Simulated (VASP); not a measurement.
Runs of VASP 6.6.1 on Re. Symmetry: Fm-3m, No. 225, cubic system. Conventional cell: a = 3.881 Å, b = 3.881 Å, c = 3.881 Å, α = 90.00°, β = 90.00°, γ = 90.00°. Around Re (site symmetry m-3m) lie 12 Re at 2.74 Å. This isn't the form of Re at room conditions, which is hcp.

```csv
level,k mesh,cutoff (eV),smearing,gap on the mesh (eV),pressure (GPa)
PBEsol,18 × 18 × 18,520,gaussian 0.5 eV,none,(a)
PBEsol,18 × 18 × 18,700,gaussian 0.1 eV,none,0.0
PBEsol,18 × 18 × 18,900,gaussian 0.1 eV,none,0.0
r2SCAN,18 × 18 × 18,520,gaussian 0.1 eV,none,3.8
PBEsol,28 × 28 × 28,520,gaussian 0.1 eV,none,-0.3
```

Alike in all rows: task single point; potentials or basis VASP PAW PBE potentials, release 64 (Re); no spin polarisation; cell as given.

Q: Fill in the values left out.

A: (a) 0.4.

Caveats: the PAW data sets were made with another functional, which shifts forces and pressure a little.

A k mesh can miss the band edges, and the runs leave out spin-orbit coupling on Re.

A gap of «none» marks a metal or a gap under the smearing width.
